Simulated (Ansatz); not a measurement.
The cell is a 3-atom cell of CaF2 started from a crystallographic database; cell and atoms were relaxed with r2SCAN. Space group Fm-3m (No. 225), cubic; conventional cell a = 5.439 Å, 13.41 Å³ an atom. Around Ca lie 8 F at 2.36 Å; around F lie 4 Ca at 2.36 Å.

```cif
data_structure
_symmetry_space_group_name_H-M 'Fm-3m'
_symmetry_Int_Tables_number 225
_cell_length_a 5.4392
_cell_length_b 5.4392
_cell_length_c 5.4392
_cell_angle_alpha 90.000
_cell_angle_beta 90.000
_cell_angle_gamma 90.000
_cell_volume 160.92
loop_
_atom_site_label
_atom_site_type_symbol
_atom_site_symmetry_multiplicity
_atom_site_Wyckoff_symbol
_atom_site_fract_x
_atom_site_fract_y
_atom_site_fract_z
_atom_site_occupancy
Ca1 Ca 4 a 0.00000 0.00000 0.00000 1
F1 F 8 c 0.25000 0.75000 0.75000 1
```

The questions ask for values computed with Ansatz 0.2.0 on this geometry. Calculated for a static, non-magnetic cell.

(1) What gap does PBE give, and where are the band edges?

(2) How does the gap change from PBE to r2SCAN (8×8×8)?

(3) Estimate the gap with HSE06 on 6×6×6.

(4) What does DDH-PBE0 give for the gap (6×6×6 mesh)?

(5) How does the gap change from PBE to r2SCAN0 (6×6×6)?

(6) Order these levels by the gap that they give, smallest first.
A. HSE06
B. PBE
C. PBE0
D. LDA
E. r2SCAN
F. r2SCAN0
G. DDH-PBE0

(7) What does G0W0@PBE with 298 empty bands, a screening cutoff of 220 eV and a 4×4×4 mesh give?

(8) Roughly how does the cost of the PBE0 run (6×6×6) compare with r2SCAN's (8×8×8)?

(9) How strongly does the crystal screen a field with clamped ions (r2SCAN)?

(10) Relaxed again with PBEsol, is the cell stable at the zone centre, and where do its optical modes lie?

(11) How do the levels compare, in gap and in cost?

Answers

(1) The PBE gap is indirect, 7.38 eV (X to Γ), below the direct gap of 7.63 eV at Γ.

(2) r2SCAN gives an indirect gap of 8.03 eV, from X to Γ; the least direct gap is 8.29 eV at Γ. The gap differs by +0.65 eV from PBE's.

(3) With HSE06 the valence top lies at X and the conduction bottom at Γ, 9.45 eV higher; the smallest vertical gap, at Γ, is 9.72 eV. The gap differs by +2.07 eV from PBE's.

(4) The DDH-PBE0 gap is indirect, 12.40 eV (X to Γ), below the direct gap of 12.68 eV at Γ. The share of exact exchange is 0.437. The gap differs by +5.02 eV from PBE's.

(5) The r2SCAN0 gap is indirect, 10.60 eV (X to Γ), below the direct gap of 10.87 eV at Γ. The gap differs by +3.22 eV from PBE's.

(6) D (7.00 eV), B (7.38 eV), E (8.03 eV), A (9.45 eV), C (10.21 eV), F (10.60 eV), G (12.40 eV).

(7) 10.63 eV (the shift on the mesh added to PBE's least gap). G0W0 moves the gap on the mesh from 7.38 eV (PBE) to 10.63 eV (X to Γ). Renormalisation factors Z lie between 0.79 and 0.88. No extrapolation in bands, cutoff or mesh was made for G0W0.

(8) About 19 times as much (40 core-seconds against 2 core-seconds, on a shared machine).

(9) The clamped-ion dielectric constant comes out as 2.19 in all directions. Born charges, averaged over directions: Ca +2.35, F -1.17 e.

(10) All optical modes at Γ are real, from 249 to 319 cm⁻¹ without the longitudinal term; this says nothing of other wave vectors. With the long-range field the highest mode reaches 464 cm⁻¹.

(11) r2SCAN covers 32 % of the step from PBE to HSE06, while HSE06 needs about 21 times r2SCAN's cost (on a coarser mesh). Among these functionals the gap stays indirect.

The meshes of the hybrids are coarse, so their gaps aren't converged to the digits shown.

Set aside, since their points miss a band edge that the other levels read or their mesh is too coarse: LC-ωPBE.
